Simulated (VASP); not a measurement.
# MnO (Fm-3m) in VASP: a series of runs, part 2 of 2

VASP 6.6.1. The steps go on from the part before.

### 3 Phonons, PBE+U, collinear spin, antiferromagnetic start

Input file POSCAR:

```
MnO
1.0
    2.2158000000      2.2158000000      4.4316000000
    4.4316000000      2.2158000000      2.2158000000
    2.2158000000      4.4316000000      2.2158000000
Mn O
2 2
Direct
    0.0000000000      0.0000000000      0.0000000000
    0.5000000000      0.5000000000      0.5000000000
    0.2500000000      0.2500000000      0.2500000000
    0.7500000000      0.7500000000      0.7500000000
```

Input file INCAR.step1:

```
PREC     = Accurate       # precision mode
ENCUT    = 600            # plane-wave cutoff, eV
EDIFF    = 1E-8           # SCF threshold, eV
ISMEAR   = -1             # smearing method
SIGMA    = 0.05           # smearing width, eV
LREAL    = F              # projectors in reciprocal space
LASPH    = T              # aspherical terms in the spheres
NELM     = 100            # most SCF steps
ALGO     = Normal         # electronic algorithm
ISIF     = 3              # what is computed and relaxed
LWAVE    = F              # write WAVECAR
LCHARG   = F              # write CHGCAR
ISPIN    = 2              # spin polarisation
MAGMOM   = 5 -5 0 0       # initial moments
LORBIT   = 11             # projections on sites
LMAXMIX  = 4              # l up to which the mixer works
LDAU     = T              # DFT+U
LDAUTYPE = 2            
LDAUL    = 2 -1           # shell
LDAUU    = 2 0            # U, eV
LDAUJ    = 0 0          
LDAUPRINT= 1            
GGA      = PE             # functional
IBRION   = 2              # ionic algorithm
NSW      = 40             # ionic steps
EDIFFG   = -0.002         # ionic threshold
```

Input file INCAR.step2:

```
PREC     = Accurate       # precision mode
ENCUT    = 600            # plane-wave cutoff, eV
EDIFF    = 1E-8           # SCF threshold, eV
ISMEAR   = -1             # smearing method
SIGMA    = 0.05           # smearing width, eV
LREAL    = F              # projectors in reciprocal space
LASPH    = T              # aspherical terms in the spheres
NELM     = 100            # most SCF steps
ALGO     = Normal         # electronic algorithm
ISIF     = 2              # what is computed and relaxed
LWAVE    = F              # write WAVECAR
LCHARG   = F              # write CHGCAR
ISPIN    = 2              # spin polarisation
MAGMOM   = 5 -5 0 0       # initial moments
LORBIT   = 11             # projections on sites
LMAXMIX  = 4              # l up to which the mixer works
LDAU     = T              # DFT+U
LDAUTYPE = 2            
LDAUL    = 2 -1           # shell
LDAUU    = 2 0            # U, eV
LDAUJ    = 0 0          
LDAUPRINT= 1            
GGA      = PE             # functional
IBRION   = 6              # ionic algorithm
NFREE    = 2            
POTIM    = 0.015          # step
NSW      = 1              # ionic steps
```

Input file KPOINTS:

```
regular mesh
0
Gamma
  6 6 6
```

Potentials or basis: VASP PAW PBE potentials, release 64 (Mn_pv, O).

On the command line:

```bash
> cat potpaw_PBE.64/Mn_pv/POTCAR potpaw_PBE.64/O/POTCAR > POTCAR
> cp INCAR.step1 INCAR
> mpirun -np 1 vasp_std > vasp.out
> cp CONTCAR POSCAR
> cp INCAR.step2 INCAR
> mpirun -np 1 vasp_std > vasp.out
```

OUTCAR:

```text
PREC = Accurate
   ENCUT = 600
   EDIFF = 1E-8
   ISMEAR = -1
   LREAL = F
   LASPH = T
   NELM = 100
   ISIF = 2
   ISPIN = 2
   LORBIT = 11
   GGA = PE
   IBRION = 6
   NFREE = 2
   POTIM = 0.015
   NSW = 1

 ion  position               nearest neighbor table
   1  0.000  0.000  0.000-   4 2.23   4 2.23   4 2.23   3 2.23   3 2.23   3 2.23   2 3.13   2 3.13
                             2 3.13   2 3.13   2 3.13   2 3.13
   2  0.500  0.500  0.500-   3 2.23   3 2.23   3 2.23   4 2.23   4 2.23   4 2.23   1 3.13   1 3.13
                             1 3.13   1 3.13   1 3.13   1 3.13
   3  0.250  0.250  0.250-   1 2.23   1 2.23   1 2.23   2 2.23   2 2.23   2 2.23
   4  0.750  0.750  0.750-   2 2.23   2 2.23   2 2.23   1 2.23   1 2.23   1 2.23

  LATTYP: Found a trigonal (rhomboedric) cell.
 ALAT       =     5.3882742221
 COS(alpha) =     0.8247586026

  Lattice vectors:

 A1 = (   2.1716816451,   2.1716816451,   4.4273125886)
 A2 = (   4.4273125886,   2.1716816451,   2.1716816451)
 A3 = (   2.1716816451,   4.4273125886,   2.1716816451)

Analysis of symmetry for initial positions (statically):
=====================================================================
 Subroutine PRICEL returns following result:

  LATTYP: Found a trigonal (rhomboedric) cell.
 ALAT       =     3.1308641378
 COS(alpha) =     0.4809518549
[... 12 lines left out ...]
 Subroutine GETGRP returns: Found 12 space group operations
 (whereof 12 operations were pure point group operations)
 out of a pool of 12 trial point group operations.

The static configuration has the point symmetry D_3d.

Analysis of symmetry for dynamics (positions and initial velocities):
=====================================================================
 Subroutine PRICEL returns following result:

  LATTYP: Found a trigonal (rhomboedric) cell.
 ALAT       =     3.1308641378
 COS(alpha) =     0.4809518549
[... 12 lines left out ...]
 Subroutine GETGRP returns: Found 12 space group operations
 (whereof 12 operations were pure point group operations)
 out of a pool of 12 trial point group operations.

The dynamic configuration has the point symmetry D_3d.

Analysis of structural, dynamic, and magnetic symmetry:
=====================================================================
 Subroutine PRICEL returns following result:

  LATTYP: Found a trigonal (rhomboedric) cell.
 ALAT       =     3.1308641378
 COS(alpha) =     0.4809518549
[... 12 lines left out ...]
 Subroutine GETGRP returns: Found 12 space group operations
 (whereof 12 operations were pure point group operations)
 out of a pool of 12 trial point group operations.

The overall configuration has the point symmetry D_3d.

 Subroutine INISYM returns: Found 12 space group operations
 (whereof 12 operations are pure point group operations),
 and found     2 'primitive' translations

[... 354 lines left out ...]

  o =  0.0248  v = -0.4682 -0.7493 -0.0059 -0.4682  0.0103  0.0000  0.0000  0.0000  0.0000  0.0000      0.0000  0.0000  0.0000  0.0000  0.0000  0.0000  0.0000  0.0000  0.0000  0.0000
  o =  0.0254  v = -0.5297  0.6612  0.0208 -0.5297 -0.0360  0.0000  0.0000  0.0000  0.0000  0.0000      0.0000  0.0000  0.0000  0.0000  0.0000  0.0000  0.0000  0.0000  0.0000  0.0000
  o =  0.0255  v = -0.7062  0.0000  0.0433  0.7062  0.0250  0.0000  0.0000  0.0000  0.0000  0.0000      0.0000  0.0000  0.0000  0.0000  0.0000  0.0000  0.0000  0.0000  0.0000  0.0000
  o =  0.0941  v =  0.0354 -0.0000  0.8649 -0.0354  0.4994  0.0000  0.0000  0.0000  0.0000  0.0000      0.0000  0.0000  0.0000  0.0000  0.0000  0.0000  0.0000  0.0000  0.0000  0.0000
  o =  0.0954  v = -0.0165  0.0364 -0.4995 -0.0165  0.8652  0.0000  0.0000  0.0000  0.0000  0.0000      0.0000  0.0000  0.0000  0.0000  0.0000  0.0000  0.0000  0.0000  0.0000  0.0000
  o =  0.9270  v =  0.0000  0.0000  0.0000  0.0000  0.0000  0.5250  0.6698  0.0015  0.5250 -0.0026      0.0000  0.0000  0.0000  0.0000  0.0000  0.0000  0.0000  0.0000  0.0000  0.0000
  o =  0.9277  v =  0.0000  0.0000  0.0000  0.0000  0.0000  0.4736 -0.7424  0.0081  0.4736 -0.0141      0.0000  0.0000  0.0000  0.0000  0.0000  0.0000  0.0000  0.0000  0.0000  0.0000
  o =  0.9278  v =  0.0000  0.0000  0.0000  0.0000  0.0000  0.7071  0.0000  0.0063 -0.7071  0.0036      0.0000  0.0000  0.0000  0.0000  0.0000  0.0000  0.0000  0.0000  0.0000  0.0000
  o =  0.9666  v =  0.0000  0.0000  0.0000  0.0000  0.0000  0.0052  0.0000 -0.8660 -0.0052 -0.5000      0.0000  0.0000  0.0000  0.0000  0.0000  0.0000  0.0000  0.0000  0.0000  0.0000
  o =  0.9669  v =  0.0000  0.0000  0.0000  0.0000  0.0000 -0.0093  0.0101  0.4999 -0.0093 -0.8659      0.0000  0.0000  0.0000  0.0000  0.0000  0.0000  0.0000  0.0000  0.0000  0.0000

--------------------------------------- Ionic step        5  -------------------------------------------

 number of electron      38.0000004 magnetization       0.0000000

 Free energy of the ion-electron system (eV)
  ---------------------------------------------------
  ext. energy  EPLUGINS =         0.00000000
  ---------------------------------------------------
  free energy    TOTEN  =       -31.99317993 eV

  energy without entropy =      -31.99317989  energy(sigma->0) =      -31.99317991

 E-fermi :   6.8296     XC(G=0): -11.7417

 val. band max:        6.1600257429   @ k =   0.5000   0.5000   0.5000
 cond. band min:       7.4552424262   @ k =   0.0000   0.0000   0.0000
 fundamental gap:      1.2952166832
 Fermi energy:         6.8295575931

 spin component 1

 k-point     1 :       0.0000    0.0000    0.0000
  band No.  band energies     occupation
      1     -43.1230      1.00000
      2     -43.0741      1.00000
      3     -43.0703      1.00000
      4     -38.2671      1.00000
      5     -38.2187      1.00000
      6     -38.2147      1.00000
[... 1274 lines left out ...]
  FREE ENERGIE OF THE ION-ELECTRON SYSTEM (eV)
  ---------------------------------------------------
  free  energy   TOTEN  =       -31.9931799346 eV

  energy  without entropy=      -31.9931798866  energy(sigma->0) =      -31.99317991

 INTERNAL STRAIN TENSORS FROM DISPLACED ATOMS
 ============================================

 INTERNAL STRAIN TENSOR FOR ION    1 for displacements in x,y,z  (eV/Angst):
          X           Y           Z          XY          YZ          ZX
  --------------------------------------------------------------------------------
  x     0.00000     0.00000     0.00000     0.00000     0.00000     0.00000
  y     0.00000     0.00000     0.00000     0.00000     0.00000     0.00000
  z     0.00000     0.00000     0.00000     0.00000     0.00000     0.00000

 INTERNAL STRAIN TENSOR FOR ION    4 for displacements in x,y,z  (eV/Angst):
          X           Y           Z          XY          YZ          ZX
  --------------------------------------------------------------------------------
  x     0.00000     0.00000     0.00000     0.00000     0.00000     0.00000
  y     0.00000     0.00000     0.00000     0.00000     0.00000     0.00000
  z     0.00000     0.00000     0.00000     0.00000     0.00000     0.00000

 Eigenvectors and eigenvalues of the dynamical matrix
 ----------------------------------------------------

   1 f  =   13.724729 THz    86.235016 2PiTHz  457.807684 cm-1    56.760893 meV
             X         Y         Z           dx          dy          dz
      0.000000  0.000000  0.000000     0.000000    0.000000    0.000000
      4.385338  4.385338  4.385338     0.000000    0.000000    0.000000
      2.192669  2.192669  2.192669     0.408248    0.408248    0.408248
      6.578007  6.578007  6.578007    -0.408248   -0.408248   -0.408248
[... 71 lines left out ...]
  12 f/i=    0.014507 THz     0.091151 2PiTHz    0.483906 cm-1     0.059997 meV
             X         Y         Z           dx          dy          dz
      0.000000  0.000000  0.000000    -0.358922   -0.358922   -0.358922
      4.385338  4.385338  4.385338    -0.358922   -0.358922   -0.358922
      2.192669  2.192669  2.192669    -0.194529   -0.194529   -0.194529
      6.578007  6.578007  6.578007    -0.194529   -0.194529   -0.194529

 ELASTIC MODULI CONTR FROM IONIC RELAXATION (kBar)
 Direction    XX          YY          ZZ          XY          YZ          ZX
 --------------------------------------------------------------------------------
 XX           0.0000      0.0000      0.0000      0.0000      0.0000      0.0000
 YY           0.0000      0.0000      0.0000      0.0000      0.0000      0.0000
 ZZ           0.0000      0.0000      0.0000      0.0000      0.0000      0.0000
 XY           0.0000      0.0000      0.0000      0.0000      0.0000      0.0000
 YZ           0.0000      0.0000      0.0000      0.0000      0.0000      0.0000
 ZX           0.0000      0.0000      0.0000      0.0000      0.0000      0.0000
 --------------------------------------------------------------------------------

 total charge

# of ion       s       p       d       tot
------------------------------------------
    1        0.200   6.173   4.961  11.335
    2        0.200   6.173   4.961  11.335
    3        1.554   3.431   0.000   4.985
    4        1.554   3.431   0.000   4.985
--------------------------------------------------
tot          3.509  19.209   9.922  32.639

 magnetization (x)

# of ion       s       p       d       tot
------------------------------------------
    1        0.020   0.019   4.443   4.481
    2       -0.020  -0.019  -4.443  -4.481
    3        0.000   0.000   0.000   0.000
    4        0.000   0.000   0.000   0.000
--------------------------------------------------
tot          0.000   0.000   0.000   0.000
```

It took 34 min on 1 thread of Intel Xeon 6975P-C (Granite Rapids), shared host; peak memory 0.5 GiB.

What came out:

```
Relaxed volume                                          : 11.16 Å³/atom
Relaxed cell                                            : a = 5.388 Å, b = 5.388 Å, c = 5.388 Å, α = 34.44°, β = 34.44°, γ = 34.44°
Space group after relaxing (to 0.05 Å)                  : R-3m (No. 166)
Net moment                                              : 0.00 μB per cell
Site moments                                            : Mn +4.48, -4.48; O +0.00 μB
Valence electrons inside the program's atomic spheres   : Mn 11.34; O 4.99
Highest phonon frequency at Γ, LO-TO splitting left out : 458 cm⁻¹
```

The path:
| step | energy change (eV) | largest force (eV/Å) | pressure (GPa) | volume (Å³) |
| --- | --- | --- | --- | --- |
| 1 | 0.0000 | 0.0000 | 4.12 | 43.52 |
| 2 | -0.0181 | 0.0000 | -2.00 | 45.30 |
| 3 | -0.0204 | 0.0000 | -0.53 | 44.84 |
| 4 | -0.0236 | 0.0000 | -0.28 | 44.74 |
| 5 | -0.0246 | 0.0000 | -0.12 | 44.67 |
| 6 | -0.0241 | 0.0000 | 0.20 | 44.54 |
| 7 | -0.0248 | 0.0000 | -0.01 | 44.62 |

Final structure:
```cif
data_structure
_symmetry_space_group_name_H-M 'P 1'
_symmetry_Int_Tables_number 1
_cell_length_a 5.3883
_cell_length_b 5.3883
_cell_length_c 5.3883
_cell_angle_alpha 34.436
_cell_angle_beta 34.436
_cell_angle_gamma 34.436
_cell_volume 44.62
loop_
_atom_site_label
_atom_site_type_symbol
_atom_site_fract_x
_atom_site_fract_y
_atom_site_fract_z
_atom_site_occupancy
Mn1 Mn 0.00000 0.00000 0.00000 1
Mn2 Mn 0.50000 0.50000 0.50000 1
O1 O 0.25000 0.25000 0.25000 1
O2 O 0.75000 0.75000 0.75000 1
```

Phonon frequencies in cm⁻¹ (negative: imaginary):
```
              q point                                frequencies
(0.000, 0.000, 0.000)  0 0 0 122 122 210 210 219 219 270 272 458
```

Eigenvalues of the final occupation matrices:
| site | spin | trace | eigenvalues |
| --- | --- | --- | --- |
| site 1 d | 1 | 4.72 | 0.93 0.93 0.93 0.97 0.97 |
| site 1 d | 2 | 0.26 | 0.02 0.03 0.03 0.09 0.09 |
| site 2 d | 1 | 0.27 | 0.02 0.03 0.03 0.09 0.10 |
| site 2 d | 2 | 4.72 | 0.93 0.93 0.93 0.97 0.97 |

Caveat: the k mesh is coarse (spacing up to 0.39 Å⁻¹), so the values aren't converged.
